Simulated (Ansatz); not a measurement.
Crystal: CdS.

```xyz
2
Lattice="0.0000 2.7532 2.7532 2.7532 0.0000 2.7532 2.7532 2.7532 0.0000" Properties=species:S:1:pos:R:3 pbc="T T T"
Cd    0.0000    0.0000    0.0000
S     2.7532    2.7532    2.7532
```

Measurements of this composition are mostly on another form, of space group No. 186.

Base run:

| Quantity | Value |
| --- | --- |
| Program | Ansatz 0.2.0 |
| Functional | PBE |
| Potentials or basis | Ansatz PAW |
| Cutoff | 420 eV (not typed: the program's choice for these potentials) |
| k mesh | 8 × 8 × 8 |
| Occupations | fermi-dirac, width 0.05 eV |
| Spin | no spin polarisation |

Its results: band gap on the k mesh 0.26 eV, indirect (least direct gap 1.56 eV); pressure -0.4 GPa.

Problem. The run is repeated on the same cell with these changes: functional from PBE to PBEsol. What comes out?

Solution. Band gap on the k mesh 0.14 eV, indirect (least direct gap 1.44 eV); pressure -4.4 GPa.

PBEsol binds more tightly than PBE, so the same cell stands under less pressure.

Caveats: the PAW data sets come from PBE, with cores solved anew for the run's functional, which leaves a small shift of forces and pressure (some runs).
